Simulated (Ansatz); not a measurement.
# Zr: distorted cells

These are results of DFT PBEsol, scalar-relativistic, plane waves, PAW in Ansatz 0.2.0, not measurements.

Cutoff 420 eV; k points 16×16×16 on the computed 1-atom cell (Γ-centred); Gaussian smearing, width 0.10 eV; no spin polarisation.

Reference cell:

```
Zr
1.0
     0.00000    2.25500    2.25500
     2.25500    0.00000    2.25500
     2.25500    2.25500    0.00000
Zr
1
Cartesian
  0.0000 0.0000 0.0000
```

Each variant moves atoms of this cell by the vectors given, if any (Å), and then applies a symmetric strain (tensor components, Cartesian axes). The reference cell isn't relaxed at this level. Energies are per atom at zero smearing, counted from the lowest variant. Pressure is positive in compression.

1. strain (xx yy zz yz xz xy, %) 2.62 2.62 2.62 0.00 0.00 0.00
2. strain (xx yy zz yz xz xy, %) 1.96 1.96 1.96 0.00 0.00 0.00
3. strain (xx yy zz yz xz xy, %) -1.35 -1.35 -1.35 0.00 0.00 0.00

```csv
result,ΔE (meV/atom),P (GPa)
A,0.0,0.91
B,51.4,-7.38
C,75.4,-8.71
```

Task: Which variant gave which result?

Result: A is 3, B is 2, C is 1. The pressure falls as the cell grows: from the smallest volume to the largest the variants are 3, 2, 1.

This fcc form isn't the element's structure at ambient conditions.